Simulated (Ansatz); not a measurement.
**MgB2 under compression and expansion**

```yaml
crystal:
  lattice:
    - [3.08500, 0.00000, 0.00000]
    - [-1.54250, 2.67169, 0.00000]
    - [0.00000, 0.00000, 3.52300]
  atoms:
    - { symbol: Mg, position: [0.00000, 0.00000, 0.00000] }
    - { symbol: B, position: [0.33333, 0.66667, 0.50000] }
    - { symbol: B, position: [0.66667, 0.33333, 0.50000] }
```

The cell is COD entry 1000026, as deposited and not checked against the literature; nothing was relaxed.

Levels of theory: DFT, PBE, all-electron LAPW, scalar-relativistic (Ansatz 0.2.0); DFT, PBE, PAW with Ansatz's default frozen-core files, scalar-relativistic (Ansatz 0.2.0).

For LAPW: a Γ-centred 12×12×9 k mesh, Fermi–Dirac smearing of 0.05 eV, basis error target 0.5 meV/atom, no spin polarisation. PAW takes a cutoff of 420 eV at this cell. The Ansatz runs share mesh, smearing and spin set-up. Plane-wave (PAW) pressures include the program's estimate of the Pulay term.

The cell above is scaled evenly, with fractional coordinates and shape held.

```json
{"V/V(cell)": "0.9400", "V (Å³/atom)": "9.098", "P, LAPW (GPa)": "9.19", "P, PAW (GPa)": "9.24", "free energy over the lowest listed, PAW (meV/atom)": "14.2"}
{"V/V(cell)": "0.9600", "V (Å³/atom)": "9.292", "P, LAPW (GPa)": "5.44", "P, PAW (GPa)": "5.49", "free energy over the lowest listed, PAW (meV/atom)": "5.3"}
{"V/V(cell)": "0.9800", "V (Å³/atom)": "9.485", "P, LAPW (GPa)": "2.03", "P, PAW (GPa)": "2.07", "free energy over the lowest listed, PAW (meV/atom)": "0.8"}
{"V/V(cell)": "0.9900", "V (Å³/atom)": "9.582", "P, LAPW (GPa)": "0.44", "P, PAW (GPa)": "0.48", "free energy over the lowest listed, PAW (meV/atom)": "0.0"}
{"V/V(cell)": "1.0000", "V (Å³/atom)": "9.679", "P, LAPW (GPa)": "-1.08", "P, PAW (GPa)": "-1.04", "free energy over the lowest listed, PAW (meV/atom)": "0.2"}
{"V/V(cell)": "1.0100", "V (Å³/atom)": "9.776", "P, LAPW (GPa)": "-2.53", "P, PAW (GPa)": "-2.49", "free energy over the lowest listed, PAW (meV/atom)": "1.2"}
{"V/V(cell)": "1.0200", "V (Å³/atom)": "9.873", "P, LAPW (GPa)": "-3.92", "P, PAW (GPa)": "-3.87", "free energy over the lowest listed, PAW (meV/atom)": "3.2"}
{"V/V(cell)": "1.0400", "V (Å³/atom)": "10.066", "P, LAPW (GPa)": "?", "P, PAW (GPa)": "?", "free energy over the lowest listed, PAW (meV/atom)": "?"}
{"V/V(cell)": "1.0600", "V (Å³/atom)": "10.260", "P, LAPW (GPa)": "-8.85", "P, PAW (GPa)": "-8.82", "free energy over the lowest listed, PAW (meV/atom)": "18.7"}
```

Question: Fill in the row V/V(cell) = 1.0400.

Answer: P, LAPW (GPa) = -6.50, P, PAW (GPa) = -6.46, free energy over the lowest listed, PAW (meV/atom) = 9.4.

Question: What do Birch–Murnaghan fits to the pressures give?

Answer: LAPW: V0 = 9.61 Å³/atom, B0 = 152 GPa, B0′ = 3.6; PAW: V0 = 9.61 Å³/atom, B0 = 152 GPa, B0′ = 3.6.

PAW's V0 lies 0.03 % from the all-electron value and its B0 0.0 %. With shape and internal coordinates held, B0 is an upper bound to the relaxed modulus.
